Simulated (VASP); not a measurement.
A run of VASP 6.6.1 is set up as follows.

File INCAR:

```
SYSTEM = LiH
PREC     = Accurate       ! precision mode
ENCUT    = 700            ! plane-wave cutoff, eV
EDIFF    = 1E-6           ! SCF threshold, eV
ISMEAR   = 0              ! smearing method
SIGMA    = 0.02           ! smearing width, eV
LREAL    = .False.        ! projectors in reciprocal space
LASPH    = .True.         ! aspherical terms in the spheres
NELM     = 80             ! most SCF steps
ALGO     = Fast           ! electronic algorithm
ISIF     = 2              ! what is computed and relaxed
LWAVE    = .False.        ! write WAVECAR
LCHARG   = .True.         ! write CHGCAR
GGA      = PS             ! functional
LELF     = .True.         ! ELF
LVHAR    = .True.
```

File KPOINTS:

```
Automatic mesh
0
Gamma
  10 10 10
  0 0 0
```

POSCAR

```
LiH
1.0
    0.0000000000      1.9866200000      1.9866200000
    1.9866200000      0.0000000000      1.9866200000
    1.9866200000      1.9866200000      0.0000000000
Li H
1 1
Direct
    0.0000000000      0.0000000000      0.0000000000
    0.5000000000      0.5000000000      0.5000000000
```

Potentials or basis: VASP PAW PBE potentials, release 64 (Li_sv, H).

Run with:

```sh
$ cat potpaw_PBE.64/Li_sv/POTCAR potpaw_PBE.64/H/POTCAR > POTCAR
$ mpirun -np 1 vasp_std > vasp.out
```

(1) Predict the band gap on the k mesh.

(2) What does it give for the pressure?

Results:

(1) 2.73 eV, direct.

(2) 0.0 GPa.

Caveat: the PAW data sets were made with another functional, which shifts forces and pressure a little.
